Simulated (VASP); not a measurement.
A run of VASP 6.6.1:

The input INCAR:

```
SYSTEM = Te
ALGO = Normal ; BPARAM = 11.95
CPARAM = 0.0093 ; EDIFF = 1E-7
EDIFFG = -0.01 ; ENCUT = 600
IBRION = 2 ; ISIF = 4
ISMEAR = 0 ; IVDW_NL = 2
LASPH = .True. ; LCHARG = .False.
LMIXTAU = .True. ; LREAL = .False.
LUSE_VDW = .True. ; LWAVE = .False.
METAGGA = R2SCAN ; NELM = 80
NSW = 40 ; PREC = Accurate
SIGMA = 0.03
```

The input KPOINTS:

```
k-points
0
Gamma
  9 9 6
  0 0 0
```

POSCAR

```
Te                                      
1.0
    4.3797834211      0.0000000000      0.0000000000
   -2.1898917106      3.7930037058      0.0000000000
    0.0000000000      0.0000000000      5.8340332792
  Te            
     3
Direct
     0.2652273577470936    0.0000000000000000    0.3333333332999970
     0.0000000000000000    0.2652273577470936    0.6666666667000030
     0.7347726422529064    0.7347726422529064    0.0000000000000000
```

Potentials or basis: VASP PAW PBE potentials, release 64 (Te).

Run with:

```sh
$ cat potpaw_PBE.64/Te/POTCAR > POTCAR
$ mpirun -np 1 vasp_std > vasp.out
```

Hardware: 1 thread of AMD EPYC 9R45 (Zen 5), on a shared host.

Question: How long does it take, and how much memory?

Answer: Wall time 23 min on 1 thread of AMD EPYC 9R45 (Zen 5), on a shared host, peak memory 0.49 GiB. Counts: scf iterations 77, k points 62, ion steps 7.
